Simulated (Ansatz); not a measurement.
Input and command of a plane-wave DFT calculation in Ansatz:

```yaml
crystal:
  lattice:
    - [0.0, 0.0, -5.3249599977]
    - [4.0943184148, 4.0943184148, 0.0]
    - [4.0943184148, -4.0943184148, 0.0]
  atoms:
    - { symbol: "N", position: [0.002059337, 0.9124684543, 0.0100793953] }
    - { symbol: "N", position: [0.0056243453, 0.4077623599, 0.4902308284] }
    - { symbol: "N", position: [0.49509531, 0.4885074695, 0.0848437652] }
    - { symbol: "N", position: [0.4989177937, 0.0033411455, 0.6050566975] }
    - { symbol: "N", position: [-0.0119096289, 0.1092325396, -0.0015023195] }
    - { symbol: "N", position: [0.0135993376, 0.5832199523, 0.4972994308] }
    - { symbol: "N", position: [0.4965506563, 0.5004784816, 0.9127956472] }
    - { symbol: "N", position: [0.500062849, -0.0050104028, 0.4011965551] }
basis:
  ecutwfc: 420
kpoints:
  mp_grid: { grid: [4, 4, 4] }
hamiltonian:
  xc: pbe
  dispersion: d3bj
scf:
  occupations: { method: gaussian, width: 0.05 }
output:
  forces: true
  stress: true
  eigenvalues: true
relax:
  adjacent_minimum: "off"
  f_tol: 0.01
  max_steps: 80
  cell: { stress_tol: 0.1 }
```

```bash
ansatz run input.yaml --threads 1 --pin off --max-ram 2560MiB --backend cpu --events-out ev --progress --plain --runs-dir out
```

Processor: Intel(R) Xeon(R) 6975P-C (Granite Rapids), 1 thread, on a host shared with other jobs.

**Question.** Estimate time, memory and problem size.

**Answer.** About 41 s on 1 thread of Intel(R) Xeon(R) 6975P-C (Granite Rapids), on a shared host, peak memory 0.47 GiB. It solves 28 bands at 36 k points (the mesh reduced by the symmetry that the task leaves, which can be less than the crystal's) with about 3499 plane waves (on the last cell), in 46 SCF iterations over 6 ionic steps.
